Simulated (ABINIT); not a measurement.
# Nb (Im-3m) in ABINIT: settings compared

One crystal, Nb, is run at these levels: PBEsol, PBE; tasks: band structure, equation of state.

Everything below comes from runs of ABINIT 10.8.3 (patched build). Logs are shortened: lines on timing, memory, paths and dates and some standing lists are left out, and cuts for length are marked. The log counts tension as positive stress, the text compression.

**Measured values to compare with.**

“Pressure effects on the electronic structure and superconductivity of (TaNb)0.67(HfZrTi)0.33 high entropy alloy”, 2019, arxiv:1910.08312 quotes, for a bulk crystal of Nb: bulk modulus 169 GPa.

The results are compared with them further down.

**1. Starting point**

Symmetry: Im-3m, No. 229, cubic system. The conventional cell has a = 3.328 Å, b = 3.328 Å, c = 3.328 Å, α = 90.00°, β = 90.00°, γ = 90.00°. Nb (site symmetry m-3m) has 8 Nb at 2.88 Å as nearest neighbours.

**2. Band structure, PBEsol**

Input file run.abi:

```
# Datasets: ground state, then fixed potential
ndtset 2

# Pseudopotentials
pp_dirpath "./"
pseudos "Nb.GGA_PBE-JTH.xml"

# Structure
acell 3*1.0
rprim
    -3.1444097851     3.1444097851     3.1444097851
     3.1444097851    -3.1444097851     3.1444097851
     3.1444097851     3.1444097851    -3.1444097851
ntypat 1
znucl 41
natom 1
typat 1
xred
     0.0000000000     0.0000000000     0.0000000000

# Plane-wave basis
ecut 16.0
pawecutdg 32.0

# Exchange and correlation
ixc -116133

# Bands and occupations
occopt 3
tsmear 0.05 eV

# SCF cycle
nstep 100

# Output
iomode 3
prtwf 0
prteig 0
prtebands 0
enunit 1
prtden1 1

# Dataset 1
kptopt1 1
ngkpt1 11 11 11
nshiftk1 1
shiftk1 0.0 0.0 0.0
nband1 11
tolvrs1 1.0e-9

# Dataset 2: bands along G-H-N-G-P-H
iscf2 -2
getden2 1
nband2 17
nbdbuf2 4
tolwfr2 1.0e-11
kptopt2 -5
ndivsm2 5
prteig2 1
prtvol2 -3
kptbounds2
     0.0000000000     0.0000000000     0.0000000000
     0.5000000000    -0.5000000000     0.5000000000
     0.0000000000     0.0000000000     0.5000000000
     0.0000000000     0.0000000000     0.0000000000
     0.2500000000     0.2500000000     0.2500000000
     0.5000000000    -0.5000000000     0.5000000000
```

Potentials or basis: JTH PAW PBE v2.0.

Started as:

```console
$ abinit run.abi > log 2>&1
```

run.abo:

```text
.Version 10.8.3 of ABINIT
 DATASET    1 : space group Im -3 m (#229); Bravais cI (body-center cubic)
================================================================================
 Values of the parameters that define the memory need for DATASET  1.
     intxc =       0    ionmov =       0      iscf =      17    lmnmax =      18
     lnmax =       6     mgfft =      20  mpssoang =       3    mqgrid =    3001
     natom =       1  nloc_mem =       2    nspden =       1   nspinor =       1
    nsppol =       1      nsym =      48    n1xccc =       1    ntypat =       1
    occopt =       3   xclevel =       2
       mpw =         392          nfft =        8000          nkpt =          56
 PAW method is used; the additional fine FFT grid is defined by:
   mgfftf=        30    nfftf =     27000
================================================================================
================================================================================

 DATASET    2 : space group Im -3 m (#229); Bravais cI (body-center cubic)
================================================================================
 Values of the parameters that define the memory need for DATASET  2.
     intxc =       0    ionmov =       0      iscf =      -2    lmnmax =      18
     lnmax =       6     mgfft =      20  mpssoang =       3    mqgrid =    3001
     natom =       1  nloc_mem =       2    nspden =       1   nspinor =       1
    nsppol =       1      nsym =      48    n1xccc =       1    ntypat =       1
    occopt =       3   xclevel =       2
       mpw =         394          nfft =        8000          nkpt =          30
 PAW method is used; the additional fine FFT grid is defined by:
   mgfftf=        30    nfftf =     27000
================================================================================
================================================================================

--------------------------------------------------------------------------------
------------- Echo of variables that govern the present computation ------------
--------------------------------------------------------------------------------
 -outvars: echo values of preprocessed input variables --------
            acell      1.0000000000E+00  1.0000000000E+00  1.0000000000E+00 Bohr
              amu      9.29063800E+01
             ecut      1.60000000E+01 Hartree
           enunit           1
           getden1          0
           getden2          1
             iscf1         17
             iscf2         -2
              ixc     -116133
           jdtset        1    2
           kptopt1          1
           kptopt2         -5
         kptrlatt       11    0    0      0   11    0      0    0   11
          kptrlen1     5.99090526E+01
          kptrlen2     3.00000000E+01
            natom           1
            nband1         11
            nband2         17
           nbdbuf1          0
           nbdbuf2          4
           ndtset           2
           ndivsm1          0
           ndivsm2          5
            ngfft          20      20      20
          ngfftdg          30      30      30
             nkpt1         56
             nkpt2         30
            nstep         100
             nsym          48
           ntypat           1
           occopt           3
        pawecutdg      3.20000000E+01 Hartree
         pawxcdev           0
        prtebands           0
           prteig1          0
           prteig2          1
           prtvol1          0
           prtvol2         -3
            prtwf           0
            rprim     -3.1444097851E+00  3.1444097851E+00  3.1444097851E+00
                       3.1444097851E+00 -3.1444097851E+00  3.1444097851E+00
                       3.1444097851E+00  3.1444097851E+00 -3.1444097851E+00
           shiftk1     0.00000000E+00  0.00000000E+00  0.00000000E+00
           shiftk2     5.00000000E-01  5.00000000E-01  5.00000000E-01
          spgroup         229
           tolvrs1     1.00000000E-09
           tolvrs2     0.00000000E+00
           tolwfr1     0.00000000E+00
           tolwfr2     1.00000000E-11
           tsmear      1.83746611E-03 Hartree
            typat      1
           useylm           1
            znucl       41.00000

================================================================================

 chkinp: Checking input parameters for consistency, jdtset=   1.

 chkinp: Checking input parameters for consistency, jdtset=   2.

[... 159 lines left out ...]
Total energy        : -3.81790057943982E+03
Total energy DC     : -3.81790059176819E+03
Total energy (eV)   : -1.03890367315892E+05
Total energy DC (eV): -1.03890367651364E+05
...

 Cartesian components of stress tensor (hartree/bohr^3)
  sigma(1 1)=  2.79090056E-04  sigma(3 2)=  0.00000000E+00
  sigma(2 2)=  2.79090056E-04  sigma(3 1)=  0.00000000E+00
  sigma(3 3)=  2.79090056E-04  sigma(2 1)=  0.00000000E+00

-Cartesian components of stress tensor (GPa)         [Pressure= -8.2111E+00 GPa]
- sigma(1 1)=  8.21111295E+00  sigma(3 2)=  0.00000000E+00
- sigma(2 2)=  8.21111295E+00  sigma(3 1)=  0.00000000E+00
- sigma(3 3)=  8.21111295E+00  sigma(2 1)=  0.00000000E+00

================================================================================
== DATASET  2 ==================================================================

--- !DatasetInfo
iteration_state: {dtset: 2, }
dimensions: {natom: 1, nkpt: 30, mband: 17, nsppol: 1, nspinor: 1, nspden: 1, mpw: 394, }
cutoff_energies: {ecut:  16.0, pawecutdg:  32.0, }
electrons: {nelect:   1.30000000E+01, charge:   0.00000000E+00, occopt:   3.00000000E+00, tsmear:   1.83746611E-03, }
meta: {optdriver: 0, ionmov: 0, optcell: 0, iscf: -2, paral_kgb: 0, }
...

 mkfilename : getden/=0, take file _DEN from output of DATASET   1.

 Real(R)+Recip(G) space primitive vectors, cartesian coordinates (Bohr,Bohr^-1):
 R(1)= -3.1444098  3.1444098  3.1444098  G(1)=  0.0000000  0.1590124  0.1590124
 R(2)=  3.1444098 -3.1444098  3.1444098  G(2)=  0.1590124  0.0000000  0.1590124
 R(3)=  3.1444098  3.1444098 -3.1444098  G(3)=  0.1590124  0.1590124  0.0000000
 Unit cell volume ucvol=  1.2435905E+02 bohr^3
 Angles (23,13,12)=  1.09471221E+02  1.09471221E+02  1.09471221E+02 degrees

 Coarse grid specifications (used for wave-functions):

 getcut: wavevector=  0.0000  0.0000  0.0000  ngfft=  20  20  20
         ecut(hartree)=     16.000   => boxcut(ratio)=   2.04450

 Fine grid specifications (used for densities):

 getcut: wavevector=  0.0000  0.0000  0.0000  ngfft=  30  30  30
         ecut(hartree)=     32.000   => boxcut(ratio)=   2.16312
--------------------------------------------------------------------------------

================================================================================
 Non-SCF case, kpt    1 (  0.00000  0.00000  0.00000), residuals and eigenvalues=
  7.59E-12  5.14E-12  1.95E-12  1.89E-12  9.38E-12  4.70E-12  2.07E-12  2.72E-12
  8.72E-12  9.80E-12  8.07E-12  4.00E-12  6.03E-12  2.67E-08  1.76E-07  3.07E-11
  2.17E-10
 -1.5016E+00 -5.9649E-01 -5.9649E-01 -5.9649E-01  2.7738E-01  5.0771E-01
  5.0771E-01  5.0771E-01  6.1185E-01  6.1185E-01  1.0131E+00  1.0131E+00
  1.0131E+00  1.4030E+00  1.4030E+00  1.5002E+00  1.5002E+00
 Non-SCF case, kpt    2 (  0.07143 -0.07143  0.07143), residuals and eigenvalues=
  5.84E-12  2.60E-12  2.56E-12  3.74E-12  8.59E-12  5.50E-12  2.92E-12  8.54E-12
  7.04E-12  6.93E-12  6.11E-12  8.40E-13  4.16E-12  3.44E-12  4.28E-10  2.29E-09
  6.61E-08
[... 185 lines left out ...]
 Non-SCF case, kpt   29 (  0.45833 -0.37500  0.45833), residuals and eigenvalues=
  6.66E-12  9.55E-12  2.64E-12  1.61E-12  3.47E-12  9.15E-12  5.48E-12  3.26E-12
  6.96E-13  3.17E-12  9.27E-13  7.93E-12  5.30E-12  1.88E-12  1.23E-12  1.61E-11
  1.58E-04
 -1.4881E+00 -6.2900E-01 -6.2900E-01 -6.2460E-01  3.7221E-01  3.7221E-01
  6.2388E-01  6.7849E-01  6.7849E-01  8.4137E-01  8.4137E-01  8.5629E-01
  1.2004E+00  1.2216E+00  1.2216E+00  1.3167E+00  1.6458E+00
 Non-SCF case, kpt   30 (  0.50000 -0.50000  0.50000), residuals and eigenvalues=
  2.90E-12  2.36E-12  2.78E-12  4.77E-12  2.58E-12  1.54E-12  6.78E-12  2.85E-12
  9.48E-12  5.28E-12  9.97E-12  3.01E-12  8.78E-12  1.24E-12  7.53E-12  1.56E-11
  3.73E-07
 -1.4875E+00 -6.2856E-01 -6.2856E-01 -6.2856E-01  3.6163E-01  3.6163E-01
  6.9554E-01  6.9554E-01  6.9554E-01  8.1934E-01  8.1934E-01  8.1934E-01
  1.1576E+00  1.2387E+00  1.2387E+00  1.2940E+00  1.7225E+00

--- !ResultsGS
iteration_state: {dtset: 2, }
comment   : Summary of ground state results
lattice_vectors:
- [ -3.1444098,   3.1444098,   3.1444098, ]
- [  3.1444098,  -3.1444098,   3.1444098, ]
- [  3.1444098,   3.1444098,  -3.1444098, ]
lattice_lengths: [   5.44628,    5.44628,    5.44628, ]
lattice_angles: [109.471, 109.471, 109.471, ] # degrees, (23, 13, 12)
lattice_volume:   1.2435905E+02
convergence: {deltae:  0.000E+00, res2:  0.000E+00, residm:  9.970E-12, diffor:  0.000E+00, }
etotal    :  -5.75255743E+01
entropy   :   0.00000000E+00
fermie    :   4.92783069E-01
cartesian_stress_tensor: null
pressure_GPa: null
xred      :
- [  0.0000E+00,   0.0000E+00,   0.0000E+00, Nb]
cartesian_forces: null
force_length_stats: {min: null, max: null, mean: null, }
...

 Integrated electronic density in atomic spheres:
 ------------------------------------------------
 Atom  Sphere_radius  Integrated_density
    1        2.22094         10.12360802

================================================================================

 ----iterations are completed or convergence reached----

 Mean square residual over all n,k,spin=   44.244E-13; max=  99.703E-13
 reduced coordinates (array xred) for    1 atoms
       0.000000000000      0.000000000000      0.000000000000

 cartesian coordinates (angstrom) at end:
    1      0.00000000000000     0.00000000000000     0.00000000000000
 length scales=  1.000000000000  1.000000000000  1.000000000000 bohr
              =  0.529177210544  0.529177210544  0.529177210544 angstroms
 Eigenvalues (   eV  ) for nkpt=  30  k points:
 kpt#   1, nband= 17, wtk=  1.00000, kpt=  0.0000  0.0000  0.0000 (reduced coord)
 -40.86163  -16.23122  -16.23122  -16.23122    7.54779   13.81553   13.81553   13.81553
  16.64939   16.64939   27.56729   27.56729   27.56729   38.17650   38.17650   40.82236
  40.82236
 kpt#   2, nband= 17, wtk=  1.00000, kpt=  0.0714 -0.0714  0.0714 (reduced coord)
 -40.83981  -16.32369  -16.27268  -16.27268    7.95355   13.77788   13.77788   14.00038
  16.05829   16.85415   28.11946   28.26613   28.26613   34.66485   38.85899   40.37063
  40.37063
 kpt#   3, nband= 17, wtk=  1.00000, kpt=  0.1429 -0.1429  0.1429 (reduced coord)
 -40.78012  -16.55231  -16.39009  -16.39009    9.03971   13.78976   13.78976   14.54210
  14.68996   17.36519   29.34069   30.11457   30.11457   30.66669   38.53969   38.53969
  40.90220
 kpt#   4, nband= 17, wtk=  1.00000, kpt=  0.2143 -0.2143  0.2143 (reduced coord)
 -40.69770  -16.80888  -16.56289  -16.56289   10.39241   13.14625   14.08513   14.08513
  15.39752   17.85734   28.22767   30.65177   31.81973   31.81973   36.62616   36.62616
  41.83491
 kpt#   5, nband= 17, wtk=  1.00000, kpt=  0.2857 -0.2857  0.2857 (reduced coord)
[... 89 lines left out ...]
  17.16057   23.63612   24.37302   24.37302   32.27272   32.27272   33.20918   40.81047
  42.60649
 kpt#  28, nband= 17, wtk=  1.00000, kpt=  0.4167 -0.2500  0.4167 (reduced coord)
 -40.53171  -17.14037  -17.14037  -16.73298   10.90829   10.90829   14.22501   17.68600
  17.68600   23.79190   23.90858   23.90858   32.38723   32.38723   34.54430   38.05339
  41.71356
 kpt#  29, nband= 17, wtk=  1.00000, kpt=  0.4583 -0.3750  0.4583 (reduced coord)
 -40.49229  -17.11598  -17.11598  -16.99632   10.12849   10.12849   16.97653   18.46262
  18.46262   22.89488   22.89488   23.30096   32.66564   33.24267   33.24267   35.82941
  44.78458
 kpt#  30, nband= 17, wtk=  1.00000, kpt=  0.5000 -0.5000  0.5000 (reduced coord)
 -40.47644  -17.10399  -17.10399  -17.10399    9.84056    9.84056   18.92654   18.92654
  18.92654   22.29534   22.29534   22.29534   31.50014   33.70726   33.70726   35.21161
  46.87237

== END DATASET(S) ==============================================================
================================================================================

 -outvars: echo values of variables after computation  --------
            acell      1.0000000000E+00  1.0000000000E+00  1.0000000000E+00 Bohr
           etotal1    -5.7525574327E+01
            fcart1    -0.0000000000E+00 -0.0000000000E+00 -0.0000000000E+00
            rprim     -3.1444097851E+00  3.1444097851E+00  3.1444097851E+00
                       3.1444097851E+00 -3.1444097851E+00  3.1444097851E+00
                       3.1444097851E+00  3.1444097851E+00 -3.1444097851E+00
           strten1     2.7909005635E-04  2.7909005635E-04  2.7909005635E-04
                       0.0000000000E+00  0.0000000000E+00  0.0000000000E+00
 Calculation completed.
```

Run time: 6.8 s. Hardware: 1 thread of Intel Xeon 6975P-C (Granite Rapids), shared host; peak memory 0.12 GiB.

Results:

* Free energy: -1565.3506 eV
* Pressure: -8.2 GPa
* Band gap on the k mesh: none (metal or under the smearing width)
* Valence electrons inside the program's atomic spheres: Nb 10.12 (radii [1.1753] Å)

Levels at the corners of the path, in eV from the Fermi level:
| point | band 2 | band 3 | band 4 | band 5 | band 6 | band 7 | band 8 | band 9 | band 10 | band 11 |
| --- | --- | --- | --- | --- | --- | --- | --- | --- | --- | --- |
| Γ | -29.64 | -29.64 | -29.64 | -5.86 | 0.41 | 0.41 | 0.41 | 3.24 | 3.24 | 14.16 |
| H | -30.51 | -30.51 | -30.51 | -3.57 | -3.57 | 5.52 | 5.52 | 5.52 | 8.89 | 8.89 |
| N | -30.91 | -30.04 | -29.65 | -3.60 | -1.56 | 2.21 | 3.26 | 3.93 | 6.27 | 11.56 |
| Γ | -29.64 | -29.64 | -29.64 | -5.86 | 0.41 | 0.41 | 0.41 | 3.24 | 3.24 | 14.16 |
| P | -30.29 | -30.29 | -30.29 | -1.04 | -1.04 | -1.04 | 4.05 | 4.05 | 9.16 | 11.73 |
| H | -30.51 | -30.51 | -30.51 | -3.57 | -3.57 | 5.52 | 5.52 | 5.52 | 8.89 | 8.89 |

Caveat: the PAW data sets were made with another functional, which shifts forces and pressure a little.

**3. Equation of state, PBE**

Input file run.abi:

```
# Datasets: one volume each
ndtset 7
getwfk -1
scalecart1 3*0.9795861087
scalecart2 3*0.9864848297
scalecart3 3*0.9932883884
scalecart4 3*1.0000000000
scalecart5 3*1.0066227096
scalecart6 3*1.0131594038
scalecart7 3*1.0196128224

# Pseudopotentials
pp_dirpath "./"
pseudos "Nb.upf"

# Structure
acell 3*1.0
rprim
    -3.1444097851     3.1444097851     3.1444097851
     3.1444097851    -3.1444097851     3.1444097851
     3.1444097851     3.1444097851    -3.1444097851
ntypat 1
znucl 41
natom 1
typat 1
xred
     0.0000000000     0.0000000000     0.0000000000

# Plane-wave basis
ecut 41.0

# k points
kptopt 1
ngkpt 11 11 11
nshiftk 1
shiftk 0.0 0.0 0.0

# Exchange and correlation
ixc 11

# Bands and occupations
nband 11
occopt 3
tsmear 0.05 eV

# SCF cycle
nstep 100
tolvrs 1.0e-10

# Output
iomode 3
prtwf 1
prtden 0
prteig 0
prtebands 0
enunit 2
```

Potentials or basis: PseudoDojo NC SR PBE v0.4.1 standard.

Started as:

```console
$ abinit run.abi > log 2>&1
```

Run time: 1.8 min. Hardware: 1 thread of Arm Neoverse V1, shared host; peak memory 0.11 GiB.

It converged, with:

| Quantity | Value |
| --- | --- |
| Equilibrium volume | 18.23 Å³/atom |
| Bulk modulus | 171 GPa |
| Pressure derivative of the bulk modulus | 3.3 |

Energy against volume, from the lowest point:
```
volume (Å³/atom)  energy (meV/atom)
          17.322              24.93
          17.691               7.96
          18.060               0.00
          18.428               0.36
          18.797               8.34
          19.165              23.30
          19.534              44.60
```

Caveat: pressures at fixed basis lie under the slope of the energies.

**4. Against experiment**

Step 3. Against the measured bulk modulus of Nb, 169 GPa (quoted in “Pressure effects on the electronic structure and superconductivity of (TaNb)0.67(HfZrTi)0.33 high entropy alloy”, 2019, arxiv:1910.08312), the calculated 171 GPa is off by +1.4 %. The fit is for a static lattice scaled at fixed shape and fixed fractional positions.
